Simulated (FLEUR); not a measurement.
Input of a FLEUR MaX-R8.1 (patched build s14) run:

The input inp.xml:

```xml
<?xml version="1.0" encoding="UTF-8" standalone="no"?>
<fleurInput fleurInputVersion="0.39">
   <comment>
      Pd                                                                                                  
   </comment>
   <calculationSetup>
      <cutoffs Kmax="3.8" Gmax="11.8" GmaxXC="11.8" numbands="0"/>
      <scfLoop itmax="60" minDistance="0.00001" maxIterBroyd="15" imix="Anderson" alpha="0.05" precondParam="0.0" spinf="2.0"/>
      <coreElectrons ctail="T" frcor="F" kcrel="0" coretail_lmax="0"/>
      <xcFunctional name="Rpbe" relativisticCorrections="F"/>
      <magnetism jspins="1"/>
      <soc l_soc="F" theta="0.0" phi="0.0" spav="F"/>
      <expertModes spex="0" secvar="F"/>
      <geometryOptimization l_f="F" forcealpha="1.0" forcemix="BFGS" epsdisp="0.00001" epsforce="0.00001"/>
      <ldaU l_linMix="F" mixParam="0.05" spinf="1.0"/>
   </calculationSetup>
   <cell>
      <bzIntegration valenceElectrons="18.0" mode="hist" fermiSmearingEnergy="0.00183747">
         <kPointListSelection listName="default-1"/>
         <!-- k-points included here -->
         <xi:include xmlns:xi="http://www.w3.org/2001/XInclude" href="kpts.xml"> </xi:include>
      </bzIntegration>
      <!-- symmetry operations included here -->
      <xi:include xmlns:xi="http://www.w3.org/2001/XInclude" href="sym.xml"> </xi:include>
      <bulkLattice scale="1.0">
         <bravaisMatrix>
            <row-1>    0.0000000000000000     3.6783519015338997     3.6783519015338997</row-1>
            <row-2>    3.6783519015338997     0.0000000000000000     3.6783519015338997</row-2>
            <row-3>    3.6783519015338997     3.6783519015338997     0.0000000000000000</row-3>
         </bravaisMatrix>
      </bulkLattice>
   </cell>
   <atomSpecies>
      <species name="Palladium (Pd)" element="Pd" atomicNumber="46">
         <mtSphere radius="2.41" gridPoints="797" logIncrement="0.016"/>
         <atomicCutoffs lmax="10" lnonsphr="8"/>
         <electronConfig flipSpins="F">
            <coreConfig>(1s1/2) (2s1/2) (2p1/2) (2p3/2) (3s1/2) (3p1/2) (3p3/2) (3d3/2) (3d5/2)</coreConfig>
            <valenceConfig>(4s1/2) (4p1/2) (4p3/2) (5s1/2) (4d3/2) (4d5/2)</valenceConfig>
            <stateOccupation state="(5s1/2)" spinUp="0.500000" spinDown="0.500000"/>
            <stateOccupation state="(4d3/2)" spinUp="1.800000" spinDown="1.800000"/>
            <stateOccupation state="(4d5/2)" spinUp="2.700000" spinDown="2.700000"/>
         </electronConfig>
         <energyParameters s="5" p="5" d="4" f="4"/>
         <lo type="SCLO" l="0" n="4" eDeriv="0"/>
         <lo type="SCLO" l="1" n="4" eDeriv="0"/>
         <lo type="SCLO" l="1" n="4" eDeriv="1"/>
         <lo type="SCLO" l="2" n="4" eDeriv="2"/>
         <lo type="SCLO" l="3" n="4" eDeriv="2"/>
      </species>
   </atomSpecies>
   <atomGroups>
      <atomGroup species="Palladium (Pd)">
         <relPos label="                   1">.0000000000 .0000000000 .0000000000</relPos>
         <force calculate="T" relaxXYZ="TTT"/>
      </atomGroup>
   </atomGroups>
   <output dos="F" band="F" slice="F">
      <checks vchk="F" cdinf="F"/>
      <bandDOS minEnergy="-.5*Htr" maxEnergy="0.5*Htr" sigma="0.015" storeEVData="T"/>
      <vacuumDOS vacdos="F" integ="F" star="F" nstars="0" locx1="0.0" locy1="0.0" locx2="0.0" locy2="0.0" nstm="0" tworkf="0.0"/>
      <unfoldingBand unfoldBand="F" supercellX="1" supercellY="1" supercellZ="1"/>
      <plotting iplot="0" polar="F">
         <plot TwoD="T" vec1="  1.0  0.0  0.0" vec2="  0.0  1.0  0.0" vec3="  0.0  0.0  1.0" zero="  0.0  0.0  0.0" file="plot"/>
      </plotting>
      <chargeDensitySlicing numkpt="0" minEigenval="0.0" maxEigenval="0.0" nnne="0" pallst="F"/>
      <specialOutput eonly="F"/>
      <magneticCircularDichroism mcd="F" energyLo="-10.0" energyUp="0.0"/>
   </output>
  <!-- We include the file relax.xml here to enable relaxations (see documentation) -->
  <xi:include xmlns:xi="http://www.w3.org/2001/XInclude" href="relax.xml"> <xi:fallback/> </xi:include>
</fleurInput>
```

The input crystal.txt:

```
Pd
&input cartesian=F /
0.0000000000  1.9465000000  1.9465000000
1.9465000000  0.0000000000  1.9465000000
1.9465000000  1.9465000000  0.0000000000
1.8897261246
1.0 1.0 1.0

1
46 0.0000000000  0.0000000000  0.0000000000

&kpt div1=12 div2=12 div3=12 gamma=T /
```

inp.xml (bands)

```
<?xml version="1.0" encoding="UTF-8" standalone="no"?>
<fleurInput fleurInputVersion="0.39">
   <comment>
      Pd                                                                                                  
   </comment>
   <calculationSetup>
      <cutoffs Kmax="3.8" Gmax="11.8" GmaxXC="11.8" numbands="0"/>
      <scfLoop itmax="60" minDistance="0.00001" maxIterBroyd="15" imix="Anderson" alpha="0.05" precondParam="0.0" spinf="2.0"/>
      <coreElectrons ctail="T" frcor="F" kcrel="0" coretail_lmax="0"/>
      <xcFunctional name="Rpbe" relativisticCorrections="F"/>
      <magnetism jspins="1"/>
      <soc l_soc="F" theta="0.0" phi="0.0" spav="F"/>
      <expertModes spex="0" secvar="F"/>
      <geometryOptimization l_f="F" forcealpha="1.0" forcemix="BFGS" epsdisp="0.00001" epsforce="0.00001"/>
      <ldaU l_linMix="F" mixParam="0.05" spinf="1.0"/>
   </calculationSetup>
   <cell>
      <bzIntegration valenceElectrons="18.0" mode="hist" fermiSmearingEnergy="0.00183747">
         <kPointListSelection listName="path-1"/>
         <!-- k-points included here -->
         <xi:include xmlns:xi="http://www.w3.org/2001/XInclude" href="kpts.xml"> </xi:include>
      </bzIntegration>
      <!-- symmetry operations included here -->
      <xi:include xmlns:xi="http://www.w3.org/2001/XInclude" href="sym.xml"> </xi:include>
      <bulkLattice scale="1.0">
         <bravaisMatrix>
            <row-1>    0.0000000000000000     3.6783519015338997     3.6783519015338997</row-1>
            <row-2>    3.6783519015338997     0.0000000000000000     3.6783519015338997</row-2>
            <row-3>    3.6783519015338997     3.6783519015338997     0.0000000000000000</row-3>
         </bravaisMatrix>
      </bulkLattice>
   </cell>
   <atomSpecies>
      <species name="Palladium (Pd)" element="Pd" atomicNumber="46">
         <mtSphere radius="2.41" gridPoints="797" logIncrement="0.016"/>
         <atomicCutoffs lmax="10" lnonsphr="8"/>
         <electronConfig flipSpins="F">
            <coreConfig>(1s1/2) (2s1/2) (2p1/2) (2p3/2) (3s1/2) (3p1/2) (3p3/2) (3d3/2) (3d5/2)</coreConfig>
            <valenceConfig>(4s1/2) (4p1/2) (4p3/2) (5s1/2) (4d3/2) (4d5/2)</valenceConfig>
            <stateOccupation state="(5s1/2)" spinUp="0.500000" spinDown="0.500000"/>
            <stateOccupation state="(4d3/2)" spinUp="1.800000" spinDown="1.800000"/>
            <stateOccupation state="(4d5/2)" spinUp="2.700000" spinDown="2.700000"/>
         </electronConfig>
         <energyParameters s="5" p="5" d="4" f="4"/>
         <lo type="SCLO" l="0" n="4" eDeriv="0"/>
         <lo type="SCLO" l="1" n="4" eDeriv="0"/>
         <lo type="SCLO" l="1" n="4" eDeriv="1"/>
         <lo type="SCLO" l="2" n="4" eDeriv="2"/>
         <lo type="SCLO" l="3" n="4" eDeriv="2"/>
      </species>
   </atomSpecies>
   <atomGroups>
      <atomGroup species="Palladium (Pd)">
         <relPos label="                   1">.0000000000 .0000000000 .0000000000</relPos>
         <force calculate="T" relaxXYZ="TTT"/>
      </atomGroup>
   </atomGroups>
   <output dos="F" band="T" slice="F">
      <checks vchk="F" cdinf="F"/>
      <bandDOS minEnergy="-.5*Htr" maxEnergy="0.5*Htr" sigma="0.015" storeEVData="T"/>
      <vacuumDOS vacdos="F" integ="F" star="F" nstars="0" locx1="0.0" locy1="0.0" locx2="0.0" locy2="0.0" nstm="0" tworkf="0.0"/>
      <unfoldingBand unfoldBand="F" supercellX="1" supercellY="1" supercellZ="1"/>
      <plotting iplot="0" polar="F">
         <plot TwoD="T" vec1="  1.0  0.0  0.0" vec2="  0.0  1.0  0.0" vec3="  0.0  0.0  1.0" zero="  0.0  0.0  0.0" file="plot"/>
      </plotting>
      <chargeDensitySlicing numkpt="0" minEigenval="0.0" maxEigenval="0.0" nnne="0" pallst="F"/>
      <specialOutput eonly="F"/>
      <magneticCircularDichroism mcd="F" energyLo="-10.0" energyUp="0.0"/>
   </output>
  <!-- We include the file relax.xml here to enable relaxations (see documentation) -->
  <xi:include xmlns:xi="http://www.w3.org/2001/XInclude" href="relax.xml"> <xi:fallback/> </xi:include>
</fleurInput>
```

Potentials or basis: all-electron, FLAPW.

Command:

```console
$ inpgen -f crystal.txt -profile fastHighL
$ # inp.xml edited to the form shown
$ fleur
$ fleur   # second run, on inp.xml (bands)
```

What does it give for the band gap along the path?

None (metal or under the smearing width).

Levels at the corners of the path, in eV from the Fermi level:
| point | band 7 | band 8 | band 9 | band 10 | band 11 | band 12 |
| --- | --- | --- | --- | --- | --- | --- |
| Γ | -2.81 | -2.81 | -1.21 | -1.21 | 17.02 | 21.80 |
| X | -0.04 | 0.31 | 0.31 | 3.39 | 10.84 | 13.26 |
| W | -3.35 | -1.31 | 0.31 | 8.95 | 8.95 | 10.52 |
| K | -1.95 | -0.94 | -0.14 | 7.15 | 8.16 | 10.89 |
| Γ | -2.81 | -2.81 | -1.21 | -1.21 | 17.02 | 21.80 |
| L | -2.86 | -0.01 | -0.01 | 1.05 | 7.39 | 16.44 |
| U | -1.95 | -0.94 | -0.14 | 7.15 | 8.16 | 10.89 |
| W | -3.35 | -1.31 | 0.31 | 8.95 | 8.95 | 10.52 |
| L | -2.86 | -0.01 | -0.01 | 1.05 | 7.39 | 16.44 |
| K | -1.95 | -0.94 | -0.14 | 7.15 | 8.16 | 10.89 |
| U | -1.95 | -0.94 | -0.14 | 7.15 | 8.16 | 10.89 |
| X | -0.04 | 0.31 | 0.31 | 3.39 | 10.84 | 13.26 |
